# How much error is left at a 700 eV cutoff?

## The question

A plane-wave calculation builds its orbitals from waves, and the wave cutoff sets the shortest wave allowed. A higher cutoff costs more and leaves a smaller error. Here the atoms of a polar BaTiO₃ cell stay fixed while the cutoff rises. With results known up to 600 eV, what will 700 eV give, and how far can the forecast be trusted?

Cutoff errors for BaTiO₃ (5-atom R3m cell, 12.84 Å³ per atom) at fixed atoms, relative to 850 eV, with energies at zero smearing and pressure positive in compression. Ansatz 0.2.0, r2SCAN, plane-wave PAW (soft_2 datasets), scalar-relativistic, no spin polarisation, 6×6×6 k mesh, Gaussian smearing of 0.02 eV. The density cutoff is four times the wave cutoff.

```tsv
wave cutoff (eV)	energy less reference (meV/atom)	pressure less reference (GPa)	largest force change (eV/Å)	plane waves at gamma	gap on mesh (eV)
150	16800	26.8	1.74	251	1.959
200	4780	7.42	2.52	437	2.333
250	1220	-1.64	0.388	587	2.778
300	284	-0.973	0.329	745	2.723
350	51.3	-0.055	0.0253	949	2.769
380	17.8	-0.033	0.00108	1045	2.771
460	3.98	0.012	0.00478	1395	2.769
500	3.31	0.002	0.00170	1647	2.769
520	2.95	-0.004	0.00044	1743	2.769
600	1.47	-0.006	0.00103	2103	2.769
700	?	?	?	?	?
```

"Energy less reference" is the energy minus that of the same cell at 850 eV. Pressure and force are compared with the same reference, so all errors below are relative to 850 eV and not to an infinitely fine basis.

## Why the energy should fall

A simpler system shows the reason: one particle in a periodic well, its orbital written as a sum of cosines. Each added cosine gives the orbital more freedom, and the lowest energy can go down or stay, never up. The crystal has many orbitals and a density that readjusts, so the analogy gives the expected direction of the change but not its size. Even the direction isn't strictly guaranteed, because these runs also refine the grid for the density as the cutoff rises. The table agrees, for the energy falls at every known step.

This already brackets the answer. At 700 eV the energy error should lie between zero, its value at 850 eV by definition, and the 1.47 meV/atom found at 600 eV.

## A steep fall, then a slow tail

Long waves draw the broad shape of an orbital, and short waves draw its sharp features. At 150 eV the shortest wave is about 1 Å long, which is expected to be too coarse for the compact orbitals around titanium and oxygen. While their main shape is still incomplete, each rise of the cutoff pays well. Between 150 and 380 eV the energy error shrinks by a factor e (about 2.7) for every 34 eV on average. Between 460 and 600 eV the same factor takes about 140 eV.

The slow tail probably comes from the finest features that the PAW datasets leave in the orbitals near the nuclei. The density grid may add to it, because its own cutoff is kept at four times the wave cutoff and so rises too. No result here separates the two. For the forecast it is enough that the tail is a regime of its own, so the steep rows are no guide to it.

The tail isn't a clean curve either. From 520 to 600 eV the energy drops by 0.0185 meV/atom per eV of cutoff, slightly faster than just before. At that rate the remaining 1.47 meV/atom would be used up within $1.47/0.0185 \approx 80$ eV, before 700 eV is reached. The fall should therefore slow down, but the known rows don't show how soon.

## The forecast for the energy

The simplest smooth tail is an exponential, shifted so that it vanishes at the reference:

$$\Delta E(E_c) = A\left(e^{-E_c/s} - e^{-850/s}\right)$$

Here $\Delta E$ is the energy error in meV/atom and $E_c$ the cutoff in eV. The constants $A$ and $s$ were fitted to the four known rows from 460 eV; they describe the curve and have no physical meaning of their own. With $A = 53.93$ and $s = 188.2$, the value at 700 eV, which was not part of the fit, is

$$53.93\left(e^{-3.72} - e^{-4.52}\right) \approx 53.93 \times 0.0133 \approx 0.7.$$

A rehearsal helps to set the error bar. Fitted only to the rows from 460 to 520 eV, the same formula predicts 1.9 meV/atom at 600 eV, which is 0.44 too high. An error of similar size is allowed for at 700 eV. A straight line from the 600 eV value down to zero at 850 eV would give 0.88, inside that range.

## The other four columns

The number of plane waves is a matter of geometry. The allowed waves are lattice points inside a sphere whose radius $k$ follows from $\hbar^2k^2/2m = E_c$, with $m$ the electron mass. A cell of volume $V$ then holds about $N = Vk^3/6\pi^2$ of them, so $N$ grows as $E_c^{3/2}$. From 250 eV upwards this matches the known counts within 3.4 %, with no adjustable constant. No known count is missed by more than 50 waves, so the range below allows 60 either way.

The gap is the difference between two orbital energies, the top of the filled bands and the bottom of the empty ones. At 350 eV each lies within 5 meV of its value at 850 eV. Both are too low by nearly the same amount, so most of even that small error drops out. The total energy is still 51.3 meV/atom too high there. It depends on all the filled orbitals, and the compact ones far below the gap are expected to need shorter waves. At 150 and 200 eV the filled edge lies too high by much more than the empty one, so the gap is far too small. From 460 eV on, the gap in the known rows stays at 2.769 eV.

The pressure in the table is already corrected for the finite cutoff. Without that correction, stretching the cell would also stretch its fixed set of waves and so coarsen the basis, which makes the pressure too low. The slope of the energy puts this effect at a few GPa between 350 and 380 eV. The corrected errors there are below 0.1 GPa, and in the known rows from 500 eV on they stay within 0.006 GPa.

The force change doesn't fall steadily: it is smaller at 380 eV than at 460 eV. On four of the five atoms the force error changes sign between 350 and 460 eV and happens to be almost zero at 380 eV, so a single small value is no proof of convergence. From 500 eV on, no known row exceeds 0.0017 eV/Å, which sets the range below.

The forecasts for 700 eV are:

- energy error: near 0.7 meV/atom, range 0.2 to 1.1;
- plane waves: about 2700, range 2640 to 2760;
- gap: 2.769 eV, within 0.001;
- pressure error: at most 0.01 GPa in size;
- largest force change: below 0.002 eV/Å.

## The computed row

The withheld rows as computed:

```tsv
wave cutoff (eV)	energy less reference (meV/atom)	pressure less reference (GPa)	largest force change (eV/Å)	plane waves at gamma	gap on mesh (eV)
700	0.555	0.001	0.00032	2723	2.769
```

All five values fall inside their ranges. The energy error is 0.555 meV/atom, so the forecast was too high by 0.16, or about 30 % of the computed value. The count of 2723 waves exceeds the sphere estimate by 23, because lattice points enter the sphere in whole shells and not one by one.

Part of the energy miss can be traced. The fitted curve was already 0.17 meV/atom too high at 600 eV, since a smooth exponential can't follow the quicker drop just before that row. Scaling it to pass through the 600 eV value would have given $0.72 \times 1.47/1.64 \approx 0.65$, which removes somewhat less than half of the miss. The rest means that from 600 to 700 eV the computed error shrinks by a larger factor than the fitted curve does. The rehearsal had erred in the same direction.

## Choosing a cutoff for this cell

The cutoff needed depends on the quantity wanted. For the gap at these fixed atoms, 350 eV is enough: no row from there on differs from the 600 eV value by more than 0.002 eV. The program warns that 350 eV is below its recommended cutoff, and the forces there are still off by up to 0.0253 eV/Å, so relaxing the atoms calls for more. For the total energy to lie within 1 meV/atom of the reference, 700 eV is the first row that qualifies. Energy differences between similar structures often converge sooner, because much of the error is common to both, but a single fixed cell can't test that.

The printed analysis below gives both fits and the misses of every row left out of them.

Numerical output:

```
fit of en on 4 rows (wave_cutoff >= 460): coefficient of exp(-wave_cutoff/s) - exp(-ref/s) 53.93 +/- 1.7, s 188.2; rms 0.134, worst 600 0.167, leave-one-out rms 0.385
  rows outside the fit (model, value, miss): 150 23.72, 16800, -16776; 200 18.05, 4780, -4762; 250 13.7, 1220, -1206; 300 10.37, 284, -274; 350 7.812, 51.3, -43.5; 380 6.574, 17.8, -11.2; 700 0.7189, 0.555, 0.164
fit of en on 3 rows ((wave_cutoff >= 460) & (wave_cutoff <= 520)): coefficient of exp(-wave_cutoff/s) - exp(-ref/s) 27.11 +/- 0.15, s 282.8; rms 0.0187, worst 500 -0.0256, leave-one-out rms 0.0975
  rows outside the fit (model, value, miss): 150 14.61, 16800, -16785; 200 12.02, 4780, -4768; 250 9.858, 1220, -1210; 300 8.043, 284, -276; 350 6.522, 51.3, -44.8; 380 5.73, 17.8, -12.1; 600 1.906, 1.47, 0.436; 700 0.9388, 0.555, 0.384
rehearsal, prediction less computed energy error at 600 eV (meV/atom): 0.4363
rival, straight line from 600 to 850 eV, energy error at 700 eV (meV/atom): 0.882
rise of cutoff that divides the energy error by e, 150 to 380 eV (eV): 33.58
rise of cutoff that divides the energy error by e, 460 to 600 eV (eV): 140.6
fall of energy per eV of cutoff, 460 to 520 eV (meV/atom per eV): 0.01717
fall of energy per eV of cutoff, 520 to 600 eV (meV/atom per eV): 0.0185
mean fall of energy per eV of cutoff, 600 to 850 eV (meV/atom per eV): 0.00588
forecast of plane waves at 700 eV: 2700
computed plane waves at 700 eV: 2723
largest miss of the sphere count in the known rows from 250 eV (percent): 3.338
estimated finite-cutoff pressure before correction, 350 to 380 eV (GPa): -3.391
estimated finite-cutoff pressure before correction, 520 to 600 eV (GPa): -0.08618
computed pressure error at 700 eV (GPa): 0.001
computed largest force change at 700 eV (eV/Å): 0.00032
computed gap at 700 eV (eV): 2.769
```
